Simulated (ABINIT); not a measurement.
Runs of ABINIT 10.8.3 (patched build) on BeTe. It takes space group F-43m (No. 216, cubic). The conventional cell has a = 5.540 Å, b = 5.540 Å, c = 5.540 Å, α = 90.00°, β = 90.00°, γ = 90.00°. Te (site symmetry -43m) is surrounded by 4 Be at 2.40 Å. Be (site symmetry -43m) has 4 Te at 2.40 Å as nearest neighbours. 

```tsv
task	level	potentials or basis	k mesh	cutoff (eV)	smearing	fine-grid cutoff	most SCF steps	thinning of the exchange mesh (fockdownsampling)	share of exact exchange	model dielectric constant (diemac)	other keys	gap on the mesh (eV)	V0 of scaled cells (Å³/atom)	B0 (GPa)
single point	HSE06	PseudoDojo NC SR PBE v0.4.1 standard	6 × 6 × 6	952	fixed	-	60	2 × 2 × 2	-	-	-	(b)	-	-
equation of state	LDA	JTH PAW PBE v2.0	8 × 8 × 8	626	fermi-dirac 0.05 eV	1224.51 eV	-	-	-	-	-	-	21.53	65
equation of state	AM05	JTH PAW PBE v2.0	8 × 8 × 8	626	fermi-dirac 0.05 eV	1224.51 eV	-	-	-	-	-	-	22.18	60
single point	HSE06	SPMS NC PBE v1.0	6 × 6 × 6	707	fixed	-	60	2 × 2 × 2	0.3	1000	hyb_mixing = 0.3; diemac = 1000; npulayit = 12	(a)	-	-
```

Alike in all rows: no spin polarisation; cell as given.

Problem. Fill in the values left out.

Solution. (a) 3.10; (b) 2.83.

Caveats: exact exchange is summed on a coarse mesh, which widens gaps by tenths of an eV (some runs); Libxc's HSE differs a little from that of other programs (some runs); the potentials were made for another functional, which shifts forces and pressure (some runs); spin-orbit coupling is left out, which moves the levels of the heavy elements (some runs); pressures at fixed basis lie under the slope of the energies (some runs); the PAW data sets were made with another functional, which shifts forces and pressure a little (some runs).

A k mesh can miss the band edges, and the runs leave out spin-orbit coupling on Te.

Runs at the PBE level aren't shown here.
